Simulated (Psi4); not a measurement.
# C4H8 (1-butene): levels of theory compared

We compute a comparison of 6 runs (BLYP/6-31G*, M06-L/6-31G*, PBE/6-31G*, TPSS/6-31G*, r2SCAN/6-31G*, revPBE/6-31G*) of C4H8 (1-butene). 

The calculation is run with Psi4 1.11.

## 1. The structure to begin with

C4H8 has 12 atoms, charge 0, and is taken as a singlet. As SMILES, `C=CCC`. The C3–H8 distance was set to 1.423 Å, away from the relaxed value.

Bond lengths: C1–C2 1.325 Å, C2–C3 1.492 Å, C3–C4 1.525 Å, C1–H5 1.086 Å, C1–H6 1.084 Å, C2–H7 1.090 Å, C3–H9 1.097 Å, C4–H10 1.093 Å, C4–H11 1.092 Å, C4–H12 1.092 Å. Some angles: C1–C2–C3 125.3°, C2–C3–C4 112.5°, C1–C2–H7 118.9°, C3–C2–H7 115.8°, C2–C1–H5 121.3°, C2–C1–H6 121.7°, C2–C3–H9 109.0°, C4–C3–H9 108.9°, C3–C4–H10 111.1°, C3–C4–H11 110.9°. A long bond or contact: C3–H8 1.423 Å.

## 2. Energy and gradient at BLYP/6-31G(d) (spherical functions) (run 1)

File calc.in:

```
memory 1600 mb

molecule {
  C
  C 1 1.325344
  C 2 1.492136 1 125.27947
  C 3 1.524593 2 112.45447 1 -120.05629
  H 1 1.086055 2 121.32938 3 -0.69226
  H 1 1.083827 5 116.96045 2 179.84099
  H 2 1.089785 1 118.90376 6 0.43177
  H 3 1.4226 2 109.47845 7 -178.16381
  H 3 1.097074 8 106.62183 2 -117.82874
  H 4 1.093298 3 111.08418 9 62.9616
  H 4 1.092327 10 107.63506 3 -121.56359
  H 4 1.09236 11 108.16802 10 116.17218
  symmetry c1
  no_reorient
  no_com
}

set {
  basis 6-31G*
  puream true
  e_convergence 1e-09
  d_convergence 1e-08
  scf_type pk
  dft_radial_points 99
  dft_spherical_points 590
}

E, wfn = gradient('blyp', return_wfn=True)
oeprop(wfn, 'LOWDIN_CHARGES', 'MAYER_INDICES', 'WIBERG_LOWDIN_INDICES', title='BLYP')
```

Command:

```bash
$ psi4 -i calc.in -o calc.out -n 1
```

calc.out:

```text
[...]
  Running in c1 symmetry.
[...]
  Nuclear repulsion =  116.438707138135143
[...]
  Multiplicity = 1
[...]
  Nalpha       = 16
  Nbeta        = 16
[...]
    Number of basis functions: 72
[...]
   @RKS iter   1:  -156.53246791573258   -1.55816e-01   1.34258e-02 DIIS/ADIIS
[...]
   @RKS iter  12:  -157.07794600793869   -5.59908e-12   8.46045e-09 DIIS
[...]
    Orbital Energies [Eh]
    ---------------------
    Doubly Occupied:
       1A     -9.938971     2A     -9.912480     3A     -9.904982
       4A     -9.899393     5A     -0.709218     6A     -0.644226
       7A     -0.548290     8A     -0.475471     9A     -0.408769
      10A     -0.375907    11A     -0.365043    12A     -0.327574
      13A     -0.318993    14A     -0.285227    15A     -0.265945
      16A     -0.210670
[...]
  @RKS Final Energy:  -157.07794600793869
   => Energetics <=
    Nuclear Repulsion Energy =            116.4387071381351433
    One-Electron Energy =                -440.2085103044398693
    Two-Electron Energy =                 191.2165908260807043
    DFT Exchange-Correlation Energy =     -24.5247336677146954
    Empirical Dispersion Energy =           0.0000000000000000
    VV10 Nonlocal Energy =                  0.0000000000000000
    Total Energy =                       -157.0779460079386922
[...]
 Multipole Moments:
 ------------------------------------------------------------------------------------
     Multipole            Electronic (a.u.)      Nuclear  (a.u.)        Total (a.u.)
 ------------------------------------------------------------------------------------
 L = 1.  Multiply by 2.5417464519 to convert [e a0] to [Debye]
 Dipole X            :          0.9334736           -0.9665369           -0.0330633
 Dipole Y            :          1.3308927           -1.2396774            0.0912153
 Dipole Z            :         -1.1324279            1.3394541            0.2070262
 Magnitude           :                                                    0.2286335
[...]
  -Total Gradient:
     Atom            X                  Y                   Z
    ------   -----------------  -----------------  -----------------
       1        0.000076726333    -0.001935734698     0.015106237143
       2       -0.000757840833     0.004042321580    -0.005595828624
       3       -0.004425774376     0.055859326299     0.038447018537
       4        0.002911580215     0.007110348202     0.001305813160
       5       -0.000063248500     0.004996463232     0.003591566611
       6        0.000013018148    -0.005791057839     0.004573342569
       7       -0.000040768115    -0.005364419756    -0.004943148504
       8        0.002430954209    -0.063750432064    -0.045878258637
       9       -0.006075436224     0.006034631506    -0.000781192539
      10       -0.000367654964    -0.006552115682    -0.004248623624
      11        0.006073607448     0.000060527293     0.002901479418
      12        0.000224751750     0.005289590070    -0.004477874597
[...]
```

Run time: 17 s. Hardware: 1 thread of Intel Xeon 6975P-C (Granite Rapids), shared host; peak memory 0.91 GiB.

## 3. Energy and gradient at M06-L/6-31G(d) (spherical functions) (run 2)

File run.py:

```python
import psi4

psi4.set_memory(1600000000)
psi4.set_num_threads(1)
psi4.set_output_file('run.log', False)

molecule = psi4.geometry("""
C      0.196107     1.881689     0.427022
C      0.626607     0.866389    -0.308078
C     -0.147093    -0.375811    -0.599278
C      0.557107    -1.631511    -0.097578
H     -0.793993     1.875889     0.873322
H      0.811807     2.754989     0.608522
H      1.628907     0.911789    -0.733478
H     -1.442300    -0.274800    -0.019600
H     -0.294093    -0.460211    -1.683178
H      1.552107    -1.727911    -0.540278
H      0.679107    -1.602311     0.987522
H     -0.009393    -2.530011    -0.352578
units angstrom
symmetry c1
""")

psi4.set_options({
    'reference': 'rks',
    'puream': True,
    'e_convergence': 1e-09,
    'd_convergence': 1e-08,
    'scf_type': 'pk',
    'dft_radial_points': 99,
    'dft_spherical_points': 590,
})

result, w = psi4.gradient('m06-l/6-31G*', return_wfn=True)
psi4.oeprop(w, 'QUADRUPOLE', 'WIBERG_LOWDIN_INDICES', 'LOWDIN_CHARGES')
print('gradient / Eh bohr^-1')
print(result.np.round(6))
print(f'energy = {w.energy():.10f} Eh')
for k, v in sorted(psi4.core.scalar_variables().items()):
    print(f'{k:45s} {v:18.10f}')
```

Command:

```bash
$ python run.py
```

run.log:

```text
[...]
  Running in c1 symmetry.
[...]
  Nuclear repulsion =  116.438711329188152
[...]
  Multiplicity = 1
[...]
  Nalpha       = 16
  Nbeta        = 16
[...]
    Number of basis functions: 72
[...]
   @RKS iter   1:  -156.77238961411990   -3.69294e-01   1.10916e-02 ADIIS/DIIS
[...]
   @RKS iter  13:  -157.14696166177703   -8.52651e-14   2.28336e-09 DIIS
[...]
    Orbital Energies [Eh]
    ---------------------
    Doubly Occupied:
       1A    -10.084302     2A    -10.056361     3A    -10.048822
       4A    -10.042378     5A     -0.760083     6A     -0.690231
       7A     -0.586651     8A     -0.505410     9A     -0.430187
      10A     -0.396733    11A     -0.385814    12A     -0.346916
      13A     -0.338082    14A     -0.302322    15A     -0.283853
      16A     -0.227923
[...]
  @RKS Final Energy:  -157.14696166177703
   => Energetics <=
    Nuclear Repulsion Energy =            116.4387113291881519
    One-Electron Energy =                -440.0900125133009055
    Two-Electron Energy =                 191.0970214429758300
    DFT Exchange-Correlation Energy =     -24.5926819206400928
    Empirical Dispersion Energy =           0.0000000000000000
    VV10 Nonlocal Energy =                  0.0000000000000000
    Total Energy =                       -157.1469616617770271
[...]
  -Total Gradient:
     Atom            X                  Y                   Z
    ------   -----------------  -----------------  -----------------
       1       -0.000334655704    -0.004632512863    -0.002379638384
       2        0.008162285316     0.004857271368    -0.001149975346
       3        0.059850316428    -0.004063983408    -0.031983135171
       4        0.008576961996    -0.003109354105    -0.001404779277
       5        0.002277331647     0.000110459492    -0.000998545270
       6       -0.001119534717    -0.002668500908    -0.000806235283
       7       -0.002732040906     0.001459055990     0.001901392586
       8       -0.078313118356     0.005853290870     0.036178839450
       9        0.006542541914     0.000464433280     0.000735007853
      10       -0.002552624697    -0.000699370171     0.001749364497
      11       -0.000823511810     0.000411110689    -0.002064205246
      12        0.000463252645     0.002020593493     0.000252022414
[...]
 Multipole Moments:
 ------------------------------------------------------------------------------------
     Multipole            Electronic (a.u.)      Nuclear  (a.u.)        Total (a.u.)
 ------------------------------------------------------------------------------------
 L = 1.  Multiply by 2.5417464519 to convert [e a0] to [Debye]
 Dipole X            :          0.4262609           -0.2675282            0.1587327
 Dipole Y            :          1.8995768           -2.0339815           -0.1344047
 Dipole Z            :         -0.3355828            0.2376464           -0.0979364
 Magnitude           :                                                    0.2298961
 L = 2.  Multiply by 1.3450342976 to convert [e a0^2] to [Debye ang]
 Quadrupole XX       :        -57.7973105           38.2881489          -19.5091616
 Quadrupole XY       :          6.1143236           -5.8495407            0.2647829
[...]
```

On the terminal:

```text
gradient / Eh bohr^-1
[[-0.000335 -0.004633 -0.00238 ]
 [ 0.008162  0.004857 -0.00115 ]
 [ 0.05985  -0.004064 -0.031983]
 [ 0.008577 -0.003109 -0.001405]
 [ 0.002277  0.00011  -0.000999]
 [-0.00112  -0.002669 -0.000806]
 [-0.002732  0.001459  0.001901]
 [-0.078313  0.005853  0.036179]
 [ 0.006543  0.000464  0.000735]
 [-0.002553 -0.000699  0.001749]
 [-0.000824  0.000411 -0.002064]
 [ 0.000463  0.002021  0.000252]]
energy = -157.1469616618 Eh
CURRENT ENERGY                                   -157.1469616618
CURRENT REFERENCE ENERGY                         -157.1469616618
DD SOLVATION ENERGY                                 0.0000000000
DFT FUNCTIONAL TOTAL ENERGY                      -157.1469616618
DFT TOTAL ENERGY                                 -157.1469616618
DFT VV10 ENERGY                                     0.0000000000
DFT XC ENERGY                                     -24.5926819206
GRID ELECTRONS ALPHA                               16.0000004875
GRID ELECTRONS BETA                                16.0000004875
GRID ELECTRONS TOTAL                               32.0000009750
NUCLEAR REPULSION ENERGY                          116.4387113292
ONE-ELECTRON ENERGY                              -440.0900125133
PCM POLARIZATION ENERGY                             0.0000000000
PE ENERGY                                           0.0000000000
SCF ITERATION ENERGY                             -157.1469616618
SCF ITERATIONS                                     13.0000000000
SCF TOTAL ENERGY                                 -157.1469616618
TWO-ELECTRON ENERGY                               191.0970214430
XC GRID RADIAL POINTS                              99.0000000000
XC GRID SPHERICAL POINTS                          590.0000000000
XC GRID TOTAL POINTS                           657052.0000000000
```

It took 35 s on 1 thread of Intel Xeon 6975P-C (Granite Rapids), shared host; peak memory 1.1 GiB.

Runs 3 to 4 aren't shown in full; the table further down has their settings and results.

## 4. The energy at r2SCAN/6-31G(d) (spherical functions) (run 5)

File c4h8.xyz:

```xyz
12
C4H8
C      0.196107     1.881689     0.427022
C      0.626607     0.866389    -0.308078
C     -0.147093    -0.375811    -0.599278
C      0.557107    -1.631511    -0.097578
H     -0.793993     1.875889     0.873322
H      0.811807     2.754989     0.608522
H      1.628907     0.911789    -0.733478
H     -1.442300    -0.274800    -0.019600
H     -0.294093    -0.460211    -1.683178
H      1.552107    -1.727911    -0.540278
H      0.679107    -1.602311     0.987522
H     -0.009393    -2.530011    -0.352578
```

File job.py:

```python
import psi4

psi4.set_memory(1600000000)
psi4.set_num_threads(1)
psi4.set_output_file('psi4.out', False)

with open('c4h8.xyz') as f:
    atoms = ''.join(f.readlines()[2:])
mol = psi4.geometry('0 1\n' + atoms + 'symmetry c1\nno_reorient\nno_com')

options = {'basis': '6-31G*', 'puream': True, 'e_convergence': 1e-09, 'd_convergence': 1e-08, 'scf_type': 'pk', 'dft_radial_points': 99, 'dft_spherical_points': 590}
psi4.set_options(options)

e_tot, wfn = psi4.energy('r2scan', return_wfn=True)
psi4.oeprop(wfn, 'WIBERG_LOWDIN_INDICES', 'MULLIKEN_CHARGES', 'QUADRUPOLE')
print(f'r2scan energy: {e_tot:.10f} Eh')
for k, v in sorted(psi4.core.scalar_variables().items()):
    print(f'{k:45s} {v:18.10f}')
```

Command:

```bash
$ python job.py
```

psi4.out:

```text
[...]
  Running in c1 symmetry.
[...]
  Nuclear repulsion =  116.438711329188152
[...]
  Multiplicity = 1
[...]
  Nalpha       = 16
  Nbeta        = 16
[...]
    Number of basis functions: 72
[...]
   @RKS iter   1:  -156.67028824984627   -3.10546e-01   1.15021e-02 ADIIS/DIIS
[...]
   @RKS iter  12:  -157.06707753937684   -1.13687e-12   3.40360e-09 DIIS
[...]
    Orbital Energies [Eh]
    ---------------------
    Doubly Occupied:
       1A    -10.068154     2A    -10.041542     3A    -10.030583
       4A    -10.026467     5A     -0.760768     6A     -0.691371
       7A     -0.587786     8A     -0.508155     9A     -0.434267
      10A     -0.399581    11A     -0.388082    12A     -0.348006
      13A     -0.339033    14A     -0.302322    15A     -0.282378
      16A     -0.228279
[...]
  @RKS Final Energy:  -157.06707753937684
   => Energetics <=
    Nuclear Repulsion Energy =            116.4387113291881519
    One-Electron Energy =                -440.1077477478665401
    Two-Electron Energy =                 191.0928308889362768
    DFT Exchange-Correlation Energy =     -24.4908720096347352
    Empirical Dispersion Energy =           0.0000000000000000
    VV10 Nonlocal Energy =                  0.0000000000000000
    Total Energy =                       -157.0670775393768395
[...]
 Multipole Moments:
 ------------------------------------------------------------------------------------
     Multipole            Electronic (a.u.)      Nuclear  (a.u.)        Total (a.u.)
 ------------------------------------------------------------------------------------
 L = 1.  Multiply by 2.5417464519 to convert [e a0] to [Debye]
 Dipole X            :        -17.8492896           18.0062875            0.1569979
 Dipole Y            :         -6.5449649            6.4098735           -0.1350914
 Dipole Z            :          8.0821574           -8.1772569           -0.0950995
 Magnitude           :                                                    0.2279078
 L = 2.  Multiply by 1.3450342976 to convert [e a0^2] to [Debye ang]
 Quadrupole XX       :        -67.7046660           48.4179870          -19.2866790
 Quadrupole XY       :          2.4756658           -2.2597320            0.2159338
[...]
  Mulliken Charges: (a.u.)
   Center  Symbol    Alpha    Beta     Spin     Total
       1     C     3.19558  3.19558  0.00000 -0.39117
       2     C     3.02962  3.02962  0.00000 -0.05924
       3     C     3.15548  3.15548  0.00000 -0.31096
       4     C     3.25798  3.25798  0.00000 -0.51596
       5     H     0.41711  0.41711  0.00000  0.16579
       6     H     0.41758  0.41758  0.00000  0.16483
       7     H     0.42126  0.42126  0.00000  0.15749
       8     H     0.46511  0.46511  0.00000  0.06977
       9     H     0.40976  0.40976  0.00000  0.18048
      10     H     0.41316  0.41316  0.00000  0.17368
      11     H     0.40700  0.40700  0.00000  0.18599
[...]
```

The script printed:

```text
r2scan energy: -157.0670775394 Eh
CURRENT ENERGY                                   -157.0670775394
CURRENT REFERENCE ENERGY                         -157.0670775394
DD SOLVATION ENERGY                                 0.0000000000
DFT FUNCTIONAL TOTAL ENERGY                      -157.0670775394
DFT TOTAL ENERGY                                 -157.0670775394
DFT VV10 ENERGY                                     0.0000000000
DFT XC ENERGY                                     -24.4908720096
GRID ELECTRONS ALPHA                               16.0000005283
GRID ELECTRONS BETA                                16.0000005283
GRID ELECTRONS TOTAL                               32.0000010565
NUCLEAR REPULSION ENERGY                          116.4387113292
ONE-ELECTRON ENERGY                              -440.1077477479
PCM POLARIZATION ENERGY                             0.0000000000
PE ENERGY                                           0.0000000000
SCF ITERATION ENERGY                             -157.0670775394
SCF ITERATIONS                                     12.0000000000
SCF TOTAL ENERGY                                 -157.0670775394
TWO-ELECTRON ENERGY                               191.0928308889
XC GRID RADIAL POINTS                              99.0000000000
XC GRID SPHERICAL POINTS                          590.0000000000
XC GRID TOTAL POINTS                           657054.0000000000
```

It took 32 s on 1 thread of Intel Xeon 6975P-C (Granite Rapids), shared host; peak memory 1.1 GiB.

## 5. A single-point energy at revPBE/6-31G(d) (spherical functions) (run 6)

File c4h8.dat:

```
memory 1600 MB

molecule mol {
  C
  C 1 R2
  C 2 R3 1 A3
  C 3 R4 2 A4 1 D4
  H 1 R5 2 A5 3 D5
  H 1 R6 5 A6 2 D6
  H 2 R7 1 A7 6 D7
  H 3 R8 2 A8 7 D8
  H 3 R9 8 A9 2 D9
  H 4 R10 3 A10 9 D10
  H 4 R11 10 A11 3 D11
  H 4 R12 11 A12 10 D12

  R2 = 1.325344
  R3 = 1.492136
  A3 = 125.27947
  R4 = 1.524593
  A4 = 112.45447
  D4 = -120.05629
  R5 = 1.086055
  A5 = 121.32938
  D5 = -0.69226
  R6 = 1.083827
  A6 = 116.96045
  D6 = 179.84099
  R7 = 1.089785
  A7 = 118.90376
  D7 = 0.43177
  R8 = 1.4226
  A8 = 109.47845
  D8 = -178.16381
  R9 = 1.097074
  A9 = 106.62183
  D9 = -117.82874
  R10 = 1.093298
  A10 = 111.08418
  D10 = 62.9616
  R11 = 1.092327
  A11 = 107.63506
  D11 = -121.56359
  R12 = 1.09236
  A12 = 108.16802
  D12 = 116.17218
  units angstrom
  symmetry c1
}

set {
  basis                6-31G*
  puream               true
  e_convergence        1e-09
  d_convergence        1e-08
  scf_type             pk
  dft_radial_points    99
  dft_spherical_points 590
}

e, wfn = energy("revpbe", return_wfn=True)
oeprop(wfn, "LOWDIN_CHARGES", "MAYER_INDICES", "QUADRUPOLE")
print_variables()
```

Command:

```bash
$ psi4 -i c4h8.dat -o c4h8.out -n 1
```

c4h8.out:

```text
[...]
  Running in c1 symmetry.
[...]
  Nuclear repulsion =  116.438707138135143
[...]
  Multiplicity = 1
[...]
  Nalpha       = 16
  Nbeta        = 16
[...]
    Number of basis functions: 72
[...]
   @RKS iter   1:  -156.66262091487516   -2.12138e-01   1.24386e-02 DIIS/ADIIS
[...]
   @RKS iter  12:  -157.12926852974766   -3.41061e-12   6.63311e-09 DIIS
[...]
    Orbital Energies [Eh]
    ---------------------
    Doubly Occupied:
       1A     -9.926133     2A     -9.898344     3A     -9.889451
       4A     -9.884128     5A     -0.719300     6A     -0.653282
       7A     -0.555882     8A     -0.481585     9A     -0.413816
      10A     -0.380562    11A     -0.369774    12A     -0.331333
      13A     -0.323151    14A     -0.288284    15A     -0.269688
      16A     -0.216606
[...]
  @RKS Final Energy:  -157.12926852974766
   => Energetics <=
    Nuclear Repulsion Energy =            116.4387071381351433
    One-Electron Energy =                -440.1858992452953885
    Two-Electron Energy =                 191.1840419069842483
    DFT Exchange-Correlation Energy =     -24.5661183295716761
    Empirical Dispersion Energy =           0.0000000000000000
    VV10 Nonlocal Energy =                  0.0000000000000000
    Total Energy =                       -157.1292685297476623
[...]
 Multipole Moments:
 ------------------------------------------------------------------------------------
     Multipole            Electronic (a.u.)      Nuclear  (a.u.)        Total (a.u.)
 ------------------------------------------------------------------------------------
 L = 1.  Multiply by 2.5417464519 to convert [e a0] to [Debye]
 Dipole X            :          0.9302047           -0.9665369           -0.0363322
 Dipole Y            :          1.3223960           -1.2396774            0.0827186
 Dipole Z            :         -1.1346613            1.3394541            0.2047928
 Magnitude           :                                                    0.2238358
 L = 2.  Multiply by 1.3450342976 to convert [e a0^2] to [Debye ang]
 Quadrupole XX       :        -69.4276662           48.6346820          -20.7929842
 Quadrupole XY       :        -23.6770352           23.7969298            0.1198946
[...]
```

It took 18 s on 1 thread of Intel Xeon 6975P-C (Granite Rapids), shared host; peak memory 0.91 GiB.

## 6. All runs side by side

```csv
run,level,task,energy (Eh),dipole moment (D),HOMO energy (eV),LUMO energy (eV),wall time
1,BLYP/6-31G* (spherical functions),gradient,-157.077946,0.58,-5.73,0.03,17 s
2,M06-L/6-31G* (spherical functions),gradient,-157.146962,0.58,-6.20,0.00,35 s
3,PBE/6-31G* (spherical functions),energy,-156.948058,0.56,-5.94,-0.15,17 s
4,TPSS/6-31G* (spherical functions),energy,-157.208662,0.58,-5.98,0.03,38 s
5,r2SCAN/6-31G* (spherical functions),energy,-157.067078,0.58,-6.21,0.01,32 s
6,revPBE/6-31G* (spherical functions),energy,-157.129269,0.57,-5.89,-0.08,18 s
```

## 7. Results

```
            quantity          value
 run 6: total energy  -157.12927 Eh
run 6: dipole moment         0.57 D
  run 6: HOMO energy       -5.89 eV
  run 6: LUMO energy       -0.08 eV
run 6: HOMO–LUMO gap        5.81 eV
```

The dipole moment (its size) runs from 0.56 D (PBE/6-31G*) to 0.58 D (M06-L/6-31G*). The HOMO–LUMO gap runs from 5.76 eV (BLYP/6-31G*) to 6.22 eV (r2SCAN/6-31G*). Totals of different functionals can't be ranked against each other. All runs together took 2.6 min, the longest 38 s.
